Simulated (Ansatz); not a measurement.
**Tl: LAPW beside PAW**

Does the method matter for Tl? The same cell, functional and mesh are run with all-electron LAPW, PAW with frozen cores and datasets made for this crystal.

Method: DFT PBE, scalar-relativistic, in Ansatz 0.2.0.

## (1) The system as given

Symmetry: P6_3/mmc, No. 194, hexagonal system. Conventional cell: a = 3.497 Å, b = 3.497 Å, c = 5.647 Å, α = 90.00°, β = 90.00°, γ = 120.00°. Around Tl (site symmetry -6m2) lie 12 Tl at 3.47 to 3.50 Å.

As a file:

```cif
data_structure
_symmetry_space_group_name_H-M 'P 1'
_symmetry_Int_Tables_number 1
_cell_length_a 3.4973
_cell_length_b 3.4973
_cell_length_c 5.6466
_cell_angle_alpha 90.000
_cell_angle_beta 90.000
_cell_angle_gamma 120.000
_cell_volume 59.81
loop_
_atom_site_label
_atom_site_type_symbol
_atom_site_fract_x
_atom_site_fract_y
_atom_site_fract_z
_atom_site_occupancy
Tl1 Tl 0.33333 0.66667 0.25000 1
Tl2 Tl 0.66667 0.33333 0.75000 1
```

Structure from a Materials Project entry, not relaxed further.

Atoms are numbered in the order of the input: Tl1, Tl2.

## (2) All-electron LAPW

Contents of input.yaml:

```yaml
crystal:
  lattice:
    - [3.4973395198, 0.0, 0.0]
    - [-1.7486697599, 3.0287848698, 0.0]
    - [0.0, 0.0, 5.64656168]
  atoms:
    - { symbol: Tl, position: [0.3333333333, 0.6666666667, 0.25] }
    - { symbol: Tl, position: [0.6666666667, 0.3333333333, 0.75] }
kpoints:
  mp_grid: { grid: [11, 11, 6] }
  band_path:
    path:
      - [0.0, 0.0, 0.0]
      - [0.5, 0.0, 0.0]
      - [0.3333333333, 0.3333333333, 0.0]
      - [0.0, 0.0, 0.0]
      - [0.0, 0.0, 0.5]
      - [0.5, 0.0, 0.5]
      - [0.3333333333, 0.3333333333, 0.5]
      - [0.0, 0.0, 0.5]
      - [0.5, 0.0, 0.5]
    npoints: 14
scf:
  occupations: { method: fermi_dirac, width: 0.05 }
hamiltonian:
  xc: pbe
  pseudopotentials: { kind: all_electron, lapw: { basis_error: 0.00025 } }
output:
  forces: true
  stress: true
  eigenvalues: true
  fatbands: true
  populations: true
  dos: { projected: true, de: 0.2, e_range: [-14, 8] }
```

Command:

```
ansatz run input.yaml --threads 1 --pin off --max-ram 2048MiB --backend cpu --events-out ev --progress --plain --runs-dir out
```

Standard output:

```text
Tl: projections on atomic orbitals take those of the free atom 1s2 2s2 2p6 3s2 3p6 3d10 4s2 4p6 4d10 4f14 5s2 5p6 5d10 6s2 6p1, of charge +0.00 (hamiltonian.pseudopotentials.projection_atoms)
LAPW: plane waves up to 6.976 Å⁻¹, error target 2.5e-4 eV per atom; small_component_spin mean_spin; Tl in spheres of 1.736 Å, 35 of its electrons in bands, Dirac shells []
Engine: ansatz 0.2.0
Pseudopotentials: kind: all_electron
Pseudopotential: Tl, LAPW, valence charge 35, Koelling and Harmon's equation, gaussian nucleus
Functional definition: PBE
  parameter kappa = 0.804
  parameter beta = 0.06672455060314922
  exchange = pbe_x(kappa = kappa, mu = beta*pi^2/3)
  correlation = pbe_c(beta = beta)
Crystal: 2 atoms, lattice volume = 59.812 Å³
Basis set: ecut = 185.3907591459895 eV, 325 PW (Γ), exchange–correlation at level 2
Bands: 42, of which v1, the nominal top of the filled ones, is band 35 counted from 1 (34 counted from 0)
Symmetry: 24 space group operations
Space group: P63/mmc (ITA 194), of the structure as read, at distance tolerance 3.9e-5 Å
k-points: 64 of 726
Non-local potential: Tl, projectors of the file, none
Initial density: superposition of atomic densities (chi_scale 0.1, normalization cell)
Initial wavefunctions: plane waves of lowest kinetic energy (no species holds an atomic orbital)
Functional: x = pbe(κ = 0.804, μ = 0.2195149727645171), c = pbe(β = 0.06672455060314922)
iter 1 solved again at ethr=7.99e-6 eV; its pass at ethr=1.00e-1 eV (dr2=5.59e-3 eV) is discarded
SCF iter   1: F=—  HF=-1101552.489174 eV  |F-HF|=—  |Δ(HF+E_count)|=         —  Δρ=3.49e-3  dr2=5.64e-3  ethr=7.99e-6  ⟨swp⟩=3.8  Hψ=17787  notcnv=0
preconditioner: auto → LDOS  [metal: Δε(μ)=0.068 eV  Ē_g=15.550 eV  σ=0.050 eV  W_gap=0.32  n_scr=22 (ndim 8)  ℏωp=24.5 eV  f_vac=0.064  D(μ)=1.12/eV (n_scr^D=2)  β→1.0]
iter 2 solved again at ethr=5.85e-7 eV; its pass at ethr=7.99e-6 eV (dr2=4.10e-4 eV) is discarded
SCF iter   2: F=—  HF=-1101552.488549 eV  |F-HF|=—  |Δ(HF+E_count)|=   6.25e-4  Δρ=1.04e-3  dr2=4.10e-4  ethr=5.85e-7  ⟨swp⟩=2.0  Hψ=14814  notcnv=0
SCF iter   3: F=—  HF=-1101552.442622 eV  |F-HF|=—  |Δ(HF+E_count)|=   4.59e-2  Δρ=9.38e-4  dr2=4.03e-4  ethr=5.85e-7  ⟨swp⟩=3.0  Hψ=9055  notcnv=0
SCF iter   4: F=—  HF=-1101552.441640 eV  |F-HF|=—  |Δ(HF+E_count)|=   9.82e-4  Δρ=3.66e-4  dr2=6.21e-5  ethr=5.76e-7  ⟨swp⟩=2.4  Hψ=8101  notcnv=0
SCF iter   5: F=—  HF=-1101552.441661 eV  |F-HF|=—  |Δ(HF+E_count)|=   2.08e-5  Δρ=1.05e-4  dr2=5.15e-6  ethr=8.87e-8  ⟨swp⟩=3.0  Hψ=8232  notcnv=0
SCF iter   6: F=-1101552.441672 eV  HF=-1101552.441672 eV  |F-HF|=1.38e-7  |Δ(HF+E_count)|=   1.14e-5  Δρ=1.11e-5  dr2=5.75e-8  ethr=7.36e-9  ⟨swp⟩=3.0  Hψ=8270  notcnv=0
SCF 1 converged in 6 iterations: F = -1101552.441672 eV  dr2 = 5.75e-8
NSCF: frozen V_eff on 113 k-points
SCF converged after 6 iterations
Free energy (F): -1101552.441672 eV
Harris-Foulkes:  -1101552.441672 eV  (|F-HF|=1.38e-7)
Internal energy: -1101552.432763 eV  (E = F + TS)
E sigma→0 (E₀):  -1101552.437218 eV
Entropy (-TS):   -0.008909 eV (-4.455 meV/atom)
Fermi energy:    14.763177 eV
--- Per-component energies (eV) ---
  E_band       = -3665.813013
  E_kinetic    = 1265089.099801
  E_xc         = -20714.260157
  E_electrostatic = -2345927.272406  (all electrons and nuclei)
  E_smearing   = -0.008909  (= −TS)
  E_closure    = 0.000000  (closes the sum)
  E_atoms      = -1101548.003718  (free atoms, spherical and without spin; not in F)
  Σ components = -1101552.441672   (vs F -1101552.441672, Δ=0.00e0)
  Basis errors (estimates in eV, not in F): energy 4.8e-5 per atom: plane waves 4.6e-5 (3.4e-5 summed), levels above the bands 2.0e-92, relativity 4.6e-9, radial functions 1.3e-6, core shells 3.5e-9; eigenvalues (radial functions only) 4.7e-6; not estimated: angular momenta, meshes, grids; target (lapw.basis_error) 2.5e-4; muffin-tin radii Tl 1.736 Å
--- Forces (eV/Å), atoms counted from 1 ---
  atom   1  Tl    -0.00000000     0.00000000    -0.00000000
  atom   2  Tl     0.00000000    -0.00000000     0.00000000
  max |Σ_I F_I| component: 5.78e-19 eV/Å
--- Stress (GPa, compression-positive) ---
        1.569807      -0.000000       0.000000
       -0.000000       1.569807       0.000000
        0.000000       0.000000       1.130755
  P = ⅓ Tr σ = 1.4235 GPa (14.235 kbar)
--- Band table (eV; the first three rows and the last of 64) ---
  k-point 0: bands = ["-111.8468", "-111.8466", "-95.1586", "-95.1586", "-95.1586", "-95.1586", "-95.1579", "-95.1579", "-95.1579", "-95.1579", "-95.1575", "-95.1575", "-95.1575", "-95.1575", "-95.1574", "-95.1574", "-57.0800", "-57.0766", "-57.0766", "-57.0754", "-57.0754", "-57.0733", "3.0605", "3.2404", "3.2665", "3.2665", "3.3117", "3.3117", "3.3816", "3.3816", "3.6719", "3.6719", "5.0424", "9.5673", "12.0917", "22.5819", "22.5819", "24.5370", "24.5370", "25.0265", "25.0742", "25.4188"]
  k-point 1: bands = ["-111.8467", "-111.8466", "-95.1586", "-95.1586", "-95.1586", "-95.1586", "-95.1579", "-95.1579", "-95.1579", "-95.1579", "-95.1575", "-95.1575", "-95.1575", "-95.1575", "-95.1574", "-95.1574", "-57.0796", "-57.0765", "-57.0765", "-57.0755", "-57.0755", "-57.0737", "3.0764", "3.2359", "3.2478", "3.2478", "3.2988", "3.2988", "3.4228", "3.4228", "3.6624", "3.6624", "5.1876", "8.7050", "13.2439", "22.6971", "22.6971", "23.3334", "24.4007", "24.4007", "25.0603", "25.4012"]
  k-point 2: bands = ["-111.8467", "-111.8466", "-95.1586", "-95.1586", "-95.1586", "-95.1586", "-95.1579", "-95.1579", "-95.1579", "-95.1579", "-95.1575", "-95.1575", "-95.1575", "-95.1575", "-95.1574", "-95.1574", "-57.0783", "-57.0763", "-57.0763", "-57.0757", "-57.0757", "-57.0750", "3.1184", "3.2145", "3.2324", "3.2324", "3.2691", "3.2691", "3.4999", "3.4999", "3.6309", "3.6309", "5.6342", "7.4455", "15.3695", "20.5653", "23.0251", "23.0251", "24.0187", "24.0187", "25.1407", "25.3452"]
  k-point 63: bands = ["-111.8466", "-111.8466", "-95.1586", "-95.1586", "-95.1586", "-95.1586", "-95.1579", "-95.1579", "-95.1579", "-95.1579", "-95.1575", "-95.1575", "-95.1575", "-95.1575", "-95.1574", "-95.1574", "-57.0803", "-57.0803", "-57.0790", "-57.0790", "-57.0753", "-57.0753", "3.1195", "3.1195", "3.3101", "3.3101", "3.3906", "3.3906", "3.5041", "3.5041", "3.6869", "3.6869", "10.5722", "10.5722", "13.7578", "13.7578", "15.4817", "15.4817", "21.9642", "21.9642", "25.3081", "25.3081"]
--- Löwdin populations: 2 sites ---
  site symbol       q [e]
     0     Tl     80.9903
     1     Tl     80.9903
  spilling = 0.000119 (of n_electrons = 162.000000)
```

Wall time 1.8 min (1 thread of AMD EPYC 7R43 (Zen 3), shared host).

This run gives: pressure 1.42 GPa; no gap.

At the corners of the path (eV, zero at the Fermi level):

```csv
point,band 32,band 33,band 34,band 35,band 36,band 37,band 38
Γ,-11.09,-9.72,-5.20,-2.67,7.82,7.82,9.77
M,-11.04,-5.68,-4.58,-0.77,0.47,1.35,3.69
K,-11.09,-4.55,-4.55,-1.16,1.66,1.66,2.71
Γ,-11.09,-9.72,-5.20,-2.67,7.82,7.82,9.77
A,-11.19,-8.37,-8.37,3.09,3.09,8.74,8.74
L,-11.05,-4.70,-4.70,-2.11,-2.11,5.46,5.46
H,-11.08,-4.10,-4.10,-0.78,-0.78,0.27,0.27
A,-11.19,-8.37,-8.37,3.09,3.09,8.74,8.74
L,-11.05,-4.70,-4.70,-2.11,-2.11,5.46,5.46
```

States per cell, counted by energy window (eV from the Fermi level, on a grid of 0.20 eV):

```
from  to  total  Tl 6p  Tl 6s
 -10  -9   0.09   0.03   0.06
  -9  -8   0.34   0.15   0.18
  -8  -7   0.49   0.21   0.26
  -7  -6   0.65   0.25   0.39
  -6  -5   0.95   0.25   0.67
  -5  -4   1.21   0.19   0.99
  -4  -3   0.26   0.03   0.24
  -3  -2   0.02   0.02   0.00
  -2  -1   0.58   0.51   0.06
  -1   0   1.27   1.06   0.18
   0   1   0.98   0.76   0.19
   1   2   1.03   0.84   0.16
   2   3   1.04   0.85   0.14
   3   4   1.14   0.97   0.12
   4   5   1.38   1.19   0.09
```

## (3) PAW with frozen cores

Changes to input.yaml since step 2:

```diff
@@ -26,3 +26,3 @@
   xc: pbe
-  pseudopotentials: { kind: all_electron, lapw: { basis_error: 0.00025 } }
+  pseudopotentials: { kind: paw }
 output:
@@ -31,4 +31,9 @@
   eigenvalues: true
-  fatbands: true
+  efg: { contact_densities: true }
   populations: true
+  bader: true
   dos: { projected: true, de: 0.2, e_range: [-14, 8] }
+  write_density: true
+  write_potential: true
+  elf: true
+  volumetric_format: npy
```

Command:

```
ansatz run input.yaml --threads 1 --pin off --max-ram 2048MiB --backend cpu --events-out ev --progress --plain --runs-dir out
```

Standard output:

```text
Tl: output.efg is read without spin–orbit coupling, which moves field gradients at and beside such atoms by some per cent and up to a factor of two; PAW files take it under magnetization.noncollinear and magnetization.spin_orbit
[... 1 set-up line as earlier in the session ...]
Pseudopotentials: kind: paw
Pseudopotential: Tl, paw, valence charge 13, recommended cutoff 420 eV (normal)
[... 5 set-up lines as earlier in the session ...]
Crystal: 2 atoms, lattice volume = 59.812 Å³
Basis set: ecut = 420 eV, 1165 PW (Γ), exchange–correlation on 48×48×80 points (8 copies of the dense FFT grid, shifted against one another)
Bands: 17, of which v1, the nominal top of the filled ones, is band 13 counted from 1 (12 counted from 0)
[... 2 set-up lines as earlier in the session ...]
k-points: 64 of 726
Non-local potential: Tl, projectors of the file, l = 0: 2, l = 1: 2, l = 2: 2, l = 3: 1
PAW form: soft (Blöchl's): semilocal exchange-correlation on the pseudo side does not see the compensation charge
PAW one-centre angular grid: Tl, 590 points (default); XC on 64 Gauss nodes
Initial density: superposition of atomic densities (neutral atoms: chi_scale 0, normalization atom), corrected by the library's trained network
Initial wavefunctions: pseudopotential atomic-orbital guess
[... 1 set-up line as earlier in the session ...]
SCF iter   1: F=—  HF=-22888.301194 eV  |F-HF|=—  |Δ(HF+E_count)|=         —  Δρ=5.90e-4  dr2=2.28e-4  ethr=1.77e-3  ⟨swp⟩=6.1  Hψ=5409  notcnv=0
preconditioner: auto → Kerker (q_TF=auto, 2.375 Å⁻¹)  [metal: Δε(μ)=0.059 eV  Ē_g=13.594 eV  σ=0.050 eV  W_gap=0.28  n_scr=22 (ndim 8)  ℏωp=24.5 eV  f_vac=0.000  D(μ)=1.13/eV (n_scr^D=2)]
SCF iter   2: F=—  HF=-22888.299448 eV  |F-HF|=—  |Δ(HF+E_count)|=   1.75e-3  Δρ=3.49e-4  dr2=8.08e-5  ethr=8.76e-7  ⟨swp⟩=2.4  Hψ=2344  notcnv=0
SCF iter   3: F=—  HF=-22888.299480 eV  |F-HF|=—  |Δ(HF+E_count)|=   3.21e-5  Δρ=1.43e-4  dr2=1.81e-5  ethr=3.11e-7  ⟨swp⟩=1.8  Hψ=1181  notcnv=0
SCF iter   4: F=—  HF=-22888.299480 eV  |F-HF|=—  |Δ(HF+E_count)|=   2.34e-7  Δρ=4.04e-5  dr2=5.96e-7  ethr=6.96e-8  ⟨swp⟩=2.3  Hψ=1443  notcnv=0
iter 5 did not close the SCF: its close was put off for the readings that it lacked (scf_convergence_deferred on its scf_iter line)
SCF iter   5: F=-22888.299481 eV  HF=-22888.299481 eV  |F-HF|=5.84e-9  |Δ(HF+E_count)|=   5.67e-7  Δρ=8.22e-6  dr2=2.89e-8  ethr=2.29e-9  ⟨swp⟩=2.0  Hψ=1916  notcnv=0
SCF iter   6: F=-22888.299481 eV  HF=-22888.299481 eV  |F-HF|=2.12e-9  |Δ(HF+E_count)|=   5.23e-9  Δρ=2.62e-6  dr2=3.84e-9  ethr=1.11e-10  ⟨swp⟩=4.6  Hψ=5947  notcnv=0
SCF 1 converged in 6 iterations: F = -22888.299481 eV  dr2 = 3.84e-9
NSCF: frozen V_eff on 113 k-points
SCF converged after 6 iterations
Free energy (F): -22888.299481 eV
Harris-Foulkes:  -22888.299481 eV  (|F-HF|=2.12e-9)
Internal energy: -22888.290572 eV  (E = F + TS)
E sigma→0 (E₀):  -22888.295026 eV
Entropy (-TS):   -0.008909 eV (-4.455 meV/atom)
Fermi energy:    9.767746 eV
--- Per-component energies (eV) ---
  E_band       = 0.998888
  E_kinetic    = 666.936133
  E_local      = -1800.530039  (includes V_loc(G=0)·N_el)
  E_nonlocal   = 634.261945
  E_hartree    = 664.836920
  E_xc         = -461.465047
  E_vxc        = -284.259303  (∫ρ·V_xc dr)
  E_paw        = -20328.047123  (= ΣΔE_a)
  E_vpaw       = -545.080894  (= ΣTr[D̂ρ^β])
  E_aug_tail   = 0.000067  (compensation charges beyond the density's cutoff)
  E_ewald      = -2264.283427
  E_smearing   = -0.008909  (= −TS)
  E_closure    = -0.000000  (closes the sum)
  Σ components = -22888.299481   (vs F -22888.299481, Δ=0.00e0)
--- Forces (eV/Å), atoms counted from 1 ---
  atom   1  Tl     0.00000000    -0.00000000     0.00000000
  atom   2  Tl     0.00000000     0.00000000    -0.00000000
  max |Σ_I F_I| component: 2.31e-18 eV/Å
--- Stress (GPa, compression-positive) ---
        1.563366      -0.000000       0.000000
        0.000000       1.563366       0.000000
        0.000000       0.000000       1.124093
  P = ⅓ Tr σ = 1.4169 GPa (14.169 kbar)
--- PAW observables at the nuclei: V_zz in 10²¹ V/m², potentials from the cell's mean, atoms counted from 1 ---
  atom   1  Tl V_zz =    -1.106330   η = 0.0000   by run symmetry: allowed
            electrostatic potential = -17134.983612 V   contact ρ = 15283755.745680 e/Å³
  atom   2  Tl V_zz =    -1.106330   η = 0.0000   by run symmetry: allowed
            electrostatic potential = -17134.983612 V   contact ρ = 15283755.745680 e/Å³
--- Band table (eV; the first three rows and the last of 64) ---
  k-point 0: bands = ["-1.9369", "-1.7572", "-1.7312", "-1.7312", "-1.6861", "-1.6861", "-1.6161", "-1.6161", "-1.3259", "-1.3259", "0.0468", "4.5716", "7.0962", "17.5868", "17.5868", "19.5419", "19.5419"]
  k-point 1: bands = ["-1.9211", "-1.7616", "-1.7499", "-1.7499", "-1.6989", "-1.6989", "-1.5748", "-1.5748", "-1.3354", "-1.3354", "0.1921", "3.7092", "8.2484", "17.7019", "17.7019", "18.3382", "19.4056"]
  k-point 2: bands = ["-1.8791", "-1.7830", "-1.7653", "-1.7653", "-1.7286", "-1.7286", "-1.4979", "-1.4979", "-1.3668", "-1.3668", "0.6387", "2.4498", "10.3741", "15.5700", "18.0299", "18.0299", "19.0235"]
  k-point 63: bands = ["-1.8779", "-1.8779", "-1.6876", "-1.6876", "-1.6071", "-1.6071", "-1.4937", "-1.4937", "-1.3108", "-1.3108", "5.5765", "5.5765", "8.7624", "8.7624", "10.4864", "10.4864", "16.9690"]
--- Löwdin populations: 2 sites ---
  site symbol       q [e]
     0     Tl     12.9825
     1     Tl     12.9825
  spilling = 0.001343 (of n_electrons = 26.000000)
--- Bader charges: 2 sites ---
  site symbol  charge [e]  shift [e]
     0     Tl      0.0000     0.0000
     1     Tl      0.0000     0.0000
  estimated error of the sums over rays = 7.7e-6 e
```

Run time: 29 s. Hardware: 1 thread of AMD EPYC 7R43 (Zen 3), shared host.

Result: pressure 1.42 GPa; no gap; Vzz Tl1 -1.11 (η = 0.00) (10²¹ V/m²).

```
atom  Bader charge (e)  basin volume (Å³)
 Tl1             +0.00              29.91
```

Density in a lattice plane of the grid's cell (edges 3.50 and 5.65 Å, at 0.333 of the third edge), which holds Tl.

Values in e/Å³, 12 rows by 8 columns:
```
0.13 0.07 0.08 0.18 0.47 0.87 0.76 0.35
0.26 0.10 0.13 0.44 1.81 4.06 3.43 1.18
0.35 0.12 0.15 0.65 3.11 7.94 6.43 1.97
0.26 0.10 0.13 0.44 1.81 4.08 3.43 1.18
0.13 0.07 0.08 0.17 0.46 0.82 0.72 0.34
0.09 0.08 0.08 0.09 0.13 0.17 0.16 0.11
0.13 0.16 0.16 0.11 0.08 0.07 0.08 0.09
0.26 0.41 0.37 0.20 0.10 0.07 0.08 0.13
0.35 0.61 0.54 0.27 0.12 0.08 0.08 0.15
0.26 0.41 0.37 0.20 0.10 0.07 0.08 0.13
0.13 0.17 0.16 0.11 0.08 0.08 0.08 0.09
0.09 0.08 0.08 0.09 0.12 0.16 0.15 0.11
```
Columns run along the first of these edges and rows up along the second, over one cell in 8 and 12 even steps from the bottom left corner. Atoms in the plane (fractional): Tl at (0.67, 0.75).

ELF in the same plane.

Ten even steps from ' ' (0.02) to '@' (0.41):
```
==--------==**##%%%%%%####++
**==----==**%%@@@@@@@@@@%%##
##++----**##@@@@**==++##@@%%
##++--==**%%@@**..    ::%%@@
%%++--==**%%@@==      ..**@@
##++--==**%%@@**..    ::%%@@
##++----**##@@@@**====##@@%%
**==----==**%%@@@@@@@@@@%%##
==--::----==**##%%%%%%####++
------------==++******++==--
==++++++====------==--------
**######**++==------------==
####%%%%####++==--------==**
##%%@@@@%%##**==--------++**
%%@@@@@@%%##**==------==++##
##%%@@@@%%##**==--------++**
####%%%%####++==--------==**
**######**++==------------==
==++++++====------====------
------------==++******++==--
```
Columns run along the first of these edges and rows up along the second, over one cell in 14 and 20 even steps from the bottom left corner. Atoms in the plane (fractional): Tl at (0.67, 0.75).

Both are smooth fields of the valence electrons: close to the nuclei they are not physical.

## (4) Datasets made for this crystal

Changes to input.yaml since step 3:

```diff
@@ -21,3 +21,3 @@
       - [0.5, 0.0, 0.5]
-    npoints: 14
+    npoints: 8
 scf:
@@ -26,3 +26,3 @@
   xc: pbe
-  pseudopotentials: { kind: paw }
+  pseudopotentials: { kind: all_electron, datasets: crystal }
 output:
@@ -32,8 +32 @@
   efg: { contact_densities: true }
-  populations: true
-  bader: true
-  dos: { projected: true, de: 0.2, e_range: [-14, 8] }
-  write_density: true
-  write_potential: true
-  elf: true
-  volumetric_format: npy
```

Command:

```
ansatz run input.yaml --threads 1 --pin off --max-ram 2048MiB --backend cpu --events-out ev --progress --plain --runs-dir out
```

Standard output, cut to the lines that bear on the results:

```text
[...]
band count auto-derived: 18 (N_el = 26.0; filled up to band 13; 17 by the electrons, moments and atoms)
Tl: output.efg is read without spin–orbit coupling, which moves field gradients at and beside such atoms by some per cent and up to a factor of two; PAW files take it under magnetization.noncollinear and magnetization.spin_orbit
[...]
[... 1 set-up line as earlier in the session ...]
Pseudopotential: Tl, paw, valence charge 13, recommended cutoff 260 eV (normal), Koelling and Harmon's equation, gaussian nucleus
[... 1 set-up line as earlier in the session ...]
[...]
Crystal: 2 atoms, lattice volume = 59.812 Å³
Basis set: ecut = 260 eV, 573 PW (Γ), exchange–correlation on 40×40×60 points (8 copies of the dense FFT grid, shifted against one another)
Bands: 18, of which v1, the nominal top of the filled ones, is band 13 counted from 1 (12 counted from 0)
[... 1 set-up line as earlier in the session ...]
[...]
--- Forces (eV/Å), atoms counted from 1 ---
  atom   1  Tl    -0.00000000    -0.00000000     0.00000000
  atom   2  Tl    -0.00000000     0.00000000    -0.00000000
[...]
--- Stress (GPa, compression-positive) ---
        1.571731       0.000000       0.000000
       -0.000000       1.571731       0.000000
        0.000000       0.000000       1.132551
  P = ⅓ Tr σ = 1.4253 GPa (14.253 kbar)
--- PAW observables at the nuclei: V_zz in 10²¹ V/m², potentials from the cell's mean, atoms counted from 1 ---
  atom   1  Tl V_zz =    -1.122787   η = 0.0000   by run symmetry: allowed
            electrostatic potential = -17134.986597 V   contact ρ = 15273819.372944 e/Å³
  atom   2  Tl V_zz =    -1.122787   η = 0.0000   by run symmetry: allowed
            electrostatic potential = -17134.986597 V   contact ρ = 15273819.372944 e/Å³
--- Band table (eV; the first three rows and the last of 64) ---
  k-point 0: bands = ["3.0605", "3.2404", "3.2666", "3.2666", "3.3118", "3.3118", "3.3816", "3.3816", "3.6719", "3.6719", "5.0424", "9.5674", "12.0916", "22.5820", "22.5820", "24.5370"]
[...]
```

It took 24 s on 1 thread of AMD EPYC 7R43 (Zen 3), shared host.

Result: pressure 1.43 GPa; no gap; Vzz Tl1 -1.12 (η = 0.00) (10²¹ V/m²).

```csv
atom,contact density (e/Å³)
Tl1,1.527382e+07
```

## (5) The methods compared

| method | pressure (GPa) | Vzz Tl1 (10²¹ V/m²) | SCF cycles, all passes |
| --- | --- | --- | --- |
| LAPW | 1.42 | – | 6 |
| PAW | 1.42 | -1.11 | 6 |
| crystal datasets | 1.43 | -1.12 | 8 |

## (6) Results

| quantity | value |
| --- | --- |
| pressure | LAPW 1.42, PAW 1.42, crystal datasets 1.43 GPa |
| gap (LAPW) | none |
| Bader charges (PAW) | Tl1 +0.00 e |

The pressure of 1.4 GPa pushes the cell to expand, with the atoms held in place. There is no gap at this level; the crystal is a metal here. Tl 6p carries the largest share, 78 %, of the projected states within 0.3 eV of the Fermi level. The projection holds only the free atom's occupied shells (Tl 6s, Tl 6p, Tl 5d in this range). The field gradient at Tl1, the largest by crystal datasets, is -1.11 by PAW and -1.12 by crystal datasets (10²¹ V/m²), within 5 %. No spin–orbit coupling: at heavy atoms the gradients can be off by tens of per cent for that reason. In pressure, PAW differs from LAPW by less than 0.01 GPa. LAPW took about 4 times as long as PAW (1.8 min against 29 s, on a shared host and with the outputs that each input asks for). Spin-orbit coupling is left out, though the cell holds Tl; in elements this heavy it can shift bands and gaps by tenths of an eV.
